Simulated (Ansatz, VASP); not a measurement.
# Al in VASP and in Ansatz

File POSCAR:

```
Al
1.0
    2.8494655872      0.0000000000      0.0000000000
   -1.4247327935      2.4677095857      0.0000000000
    0.0000000000      0.0000000000      4.9308948445
Al
2
Direct
    0.3333333333      0.6666666667      0.2500000000
    0.6666666667      0.3333333333      0.7500000000
```

The input INCAR.step1:

```
ALGO = Normal
EDIFF = 1E-4
ENCUT = 520
GGA = PE
ISMEAR = -1
LASPH = T
LCHARG = F
LREAL = F
LWAVE = T
NBANDS = 10
NELM = 60
PREC = Accurate
SIGMA = 0.05
```

Contents of INCAR.step2:

```
ALGO = Normal
EDIFF = 1E-6
ENCUT = 520
ISIF = 2
ISMEAR = -1
ISTART = 1
LASPH = T
LCHARG = F
LMIXTAU = T
LREAL = F
LWAVE = F
METAGGA = R2SCAN
NBANDS = 10
NELM = 60
PREC = Accurate
SIGMA = 0.05
```

File KPOINTS:

```
k-points
0
Gamma
  11 11 6
```

The input input.yaml:

```yaml
crystal:
  lattice:
    - [2.8494655872, 0.0, 0.0]
    - [-1.4247327935, 2.4677095857, 0.0]
    - [0.0, 0.0, 4.9308948445]
  atoms:
    - { symbol: Al, position: [0.3333333333, 0.6666666667, 0.25] }
    - { symbol: Al, position: [0.6666666667, 0.3333333333, 0.75] }
hamiltonian:
  xc: r2scan
  pseudopotentials: { kind: paw }
kpoints:
  mp_grid: { grid: [11, 11, 6] }
scf:
  occupations: { method: fermi_dirac, width: 0.05 }
output:
  forces: true
  stress: true
  eigenvalues: true
```

This isn't the form of Al at room conditions, which is fcc.

Alike in both runs: task single point; functional r2SCAN; k mesh 11 × 11 × 6; occupations fermi-dirac, width 0.05 eV; no spin polarisation.

```csv
,VASP,Ansatz
version,VASP 6.6.1,Ansatz 0.2.0
potentials or method,"VASP PAW PBE potentials, release 64 (Al)",Ansatz PAW
plane-wave cutoff (eV),520,500
valence electrons in the cell,6,6
```

Ansatz gave:

- gap on the k mesh at the Fermi level (eV): none
- pressure (GPa): -5.6
- largest component of the traceless stress (GPa): 2.96

Q: Estimate VASP's values.

A: gap on the k mesh at the Fermi level (eV): none; pressure (GPa): -5.8; largest component of the traceless stress (GPa): 2.94.

A gap of «none» marks a metal or a gap that the smearing closes. With one functional, cell and mesh, what is left measures potentials, basis and numerics.

Caveats: the PAW data sets were made with another functional, which shifts forces and pressure a little (VASP); the PAW data sets come from PBE, with cores solved anew for the run's functional, which leaves a small shift of forces and pressure (Ansatz).
